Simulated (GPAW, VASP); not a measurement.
This is a calculation of InPd for VASP 6.6.1. The cell comes from a database or a generator and needn't be the stable form of this composition.

The input INCAR:

```
PREC = Accurate
ENCUT = 520
EDIFF = 1E-7
ISMEAR = 0
SIGMA = 0.1
LREAL = False
LASPH = True
NELM = 60
ALGO = Fast
ISIF = 2
LWAVE = False
LCHARG = False
GGA = PE
```

File KPOINTS:

```
regular mesh
0
Gamma
  8 8 8
```

The input POSCAR:

```
InPd
3.2719
    0.999995348269      0.000000000000      0.000000000000
    0.000000000000      0.999995348269      0.000000000000
    0.000000000000      0.000000000000      0.999995348269
In Pd
1 1
Direct
    0.0000000000      0.0000000000      0.0000000000
    0.5000000000      0.5000000000      0.5000000000
```

Potentials or basis: VASP PAW PBE potentials, release 64 (In_d, Pd).

Run with:

```console
$ cat potpaw_PBE.64/In_d/POTCAR potpaw_PBE.64/Pd/POTCAR > POTCAR
$ mpirun -np 1 vasp_std > vasp.out
```

Task: What does the same run look like in GPAW 26.7.0 (ASE script)? Potentials or basis there: GPAW PAW data sets (gpaw-data 1.2.1), cutoff 600 eV.

Result: As run (cutoffs and basis follow the program's own potentials, and thresholds, step limits or extra output files can differ):

Contents of run.py:

```python
from ase.dft.bandgap import bandgap
from ase.io import read, write
from ase.units import GPa
from gpaw import GPAW, PW

atoms = read('POSCAR')

calc = GPAW(mode=PW(600),
            xc='PBE',
            kpts={'size': (8, 8, 8), 'gamma': True},
            occupations={'name': 'methfessel-paxton', 'order': 0, 'width': 0.1},
            nbands=26,
            convergence={'density': 1e-05, 'energy': 1e-05},
            maxiter=150,
            txt='gpaw.txt')
atoms.calc = calc
energy = atoms.get_potential_energy()
forces = atoms.get_forces()
stress = atoms.get_stress()
calc.write('gs.gpw')
write('result.traj', atoms)
print(f'Energy: {energy:.6f} eV')
print('Forces (eV/A):')
print(forces.round(4))
print('Stress (GPa):', (stress / GPa).round(3))
print('Fermi level:', round(calc.get_fermi_level(), 4), 'eV')
print(f'Gap: {bandgap(calc)[0]:.4f} eV, direct: {bandgap(calc, direct=True)[0]:.4f} eV')
```

The input POSCAR:

```
InPd
1.0
    3.2718847800      0.0000000000      0.0000000000
    0.0000000000      3.2718847800      0.0000000000
    0.0000000000      0.0000000000      3.2718847800
In Pd
1 1
Direct
    0.0000000000      0.0000000000      0.0000000000
    0.5000000000      0.5000000000      0.5000000000
```

Potentials or basis: GPAW PAW data sets (gpaw-data 1.2.1), pw.

The run is started by

```console
$ OMP_NUM_THREADS=1 python run.py
```

Both were run:

|  | VASP | GPAW |
| --- | --- | --- |
| Pressure | 3.9 GPa | 3.3 GPa |

The potentials hold 23 and 29 valence electrons a cell.

Pressure is positive in compression.
